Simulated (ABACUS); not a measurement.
# Eu in ABACUS: convergence with scf thr

Input of the first run (scf thr 0.01); the others differ in this setting and in those tied to it:

INPUT

```
INPUT_PARAMETERS
suffix              Eu
calculation         scf
basis_type          pw
pseudo_dir          ./
symmetry            1
dft_functional      pbesol
ecutwfc             50
pseudo_rcut         10
nspin               2
nbands              10
ks_solver           dav
smearing_method     gauss
smearing_sigma      0.00734986
scf_thr             0.01
scf_nmax            100
mixing_type         broyden
mixing_beta         0.4
cal_force           1
cal_stress          1
kpar                4
```

The input STRU:

```
ATOMIC_SPECIES
Eu 151.9640 Eu.upf

LATTICE_CONSTANT
1.8897261246

LATTICE_VECTORS
-2.3030000000 2.3030000000 2.3030000000
2.3030000000 -2.3030000000 2.3030000000
2.3030000000 2.3030000000 -2.3030000000

ATOMIC_POSITIONS
Direct

Eu
0.0
1
0.0000000000 0.0000000000 0.0000000000 1 1 1 mag 0
```

KPT

```
K_POINTS
0
Gamma
6 6 6 0 0 0
```

Potentials or basis: PseudoDojo NC SR 0.4.1 PBE standard, lanthanides 3+ (f in core), plane waves.

Launch:

```console
$ OMP_NUM_THREADS=1 mpirun -np 4 abacus > log
```

Hardware: 4 MPI ranks on Intel(R) Xeon(R) Platinum 8259CL CPU @ 2.50GHz (Skylake/Cascade Lake) (shared host).

| scf thr | energy less the tightest run, at zero smearing (meV/atom) | absolute moment (μB) | SCF cycles | CPU time (s) |
| --- | --- | --- | --- | --- |
| 0.01 | 11.07 | 0.55 | 2 | 9.8 |
| 0.001 | 0.24 | 0.60 | 4 | 14 |
| 0.0001 | 0.24 | 0.60 | 4 | 14 |
| 1e-05 | 0.02 | 0.57 | 6 | 19 |
| 1e-06 | 0.01 | 0.58 | 7 | 21 |
| 1e-07 | 0.01 | 0.58 | 7 | 24 |
| 1e-08 | 0.00 | 0.58 | 9 | 26 |
| 1e-10 | 0.00 | 0.58 | 11 | 32 |

Against the tightest run, the energy stays within 1 meV/atom from 0.001 on; the absolute moment stays within 0.02 μB from 1e-05 on. The tightest run that finished is the yardstick and may itself not be fully converged.

Caveat, for the tightest run too: all typed moments are zero, and the program then starts from 1 μB on every atom. The state reached can hang on the start; a lower one may exist.
